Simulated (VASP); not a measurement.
Write the native input for VASP 6.6.1 that does the following.

```yaml
Task: relaxation of cell and atoms
Functional: PBE
Potentials_or_basis: VASP PAW PBE potentials, release 64 (Ti_sv, O)
Cutoff: 600 eV
k_mesh: 6 × 6 × 9
Occupations: fermi-dirac, width 0.05 eV
Spin: no spin polarisation
Further_INCAR_settings: ALGO = Normal; EDIFF = 1e-06; IBRION = 2; EDIFFG = -0.01; NSW = 60; ISIF = 3
```

The structure of TiO2 lies in POSCAR:

```
TiO2
1.0
    4.5998373239      0.0000000000      0.0000000000
    0.0000000000      4.5998373239      0.0000000000
    0.0000000000      0.0000000000      2.9592135600
Ti O
2 4
Direct
    0.0000000000      0.0000000000      0.5000000000
    0.5000000000      0.5000000000      0.0000000000
    0.3043213200      0.3043213200      0.5000000000
    0.1956786800      0.8043213200      0.0000000000
    0.8043213200      0.1956786800      0.0000000000
    0.6956786800      0.6956786800      0.5000000000
```

The cell is a database's computed one.

One way to write it, as run:

INCAR

```
SYSTEM = TiO2
ALGO = Normal
EDIFF = 1E-6
EDIFFG = -0.01
ENCUT = 600
GGA = PE
IBRION = 2
ISIF = 3
ISMEAR = -1
LASPH = .TRUE.
LCHARG = .FALSE.
LREAL = .FALSE.
LWAVE = .FALSE.
NELM = 80
NSW = 60
PREC = Accurate
SIGMA = 0.05
```

KPOINTS

```
k-points
0
G
  6 6 9
  0 0 0
```

Potentials or basis: VASP PAW PBE potentials, release 64 (Ti_sv, O).

Command:

```console
$ cat potpaw_PBE.64/Ti_sv/POTCAR potpaw_PBE.64/O/POTCAR > POTCAR
$ mpirun -np 1 vasp_std > vasp.out
```

Results of the run:

The relaxed volume is 10.67 Å³/atom and the relaxed cell is a = 4.645 Å, b = 4.645 Å, c = 2.967 Å, α = 90.00°, β = 90.00°, γ = 90.00°. The space group after relaxing (to 0.05 Å) is P4_2/mnm (No. 136). The energy gained by relaxing is 3.4 meV/atom and the ionic steps are 5. The pressure after relaxing is 0.0 GPa and the largest force after relaxing is 0.005 eV/Å. The band gap on the k mesh is 1.83 eV, direct.

Caveat: an odd mesh through Γ misses points on the zone boundary, where band edges often lie.

Wall time 3.6 min on 1 thread of Intel(R) Xeon(R) 6975P-C (Granite Rapids), with other jobs on the host, peak memory 0.25 GiB.
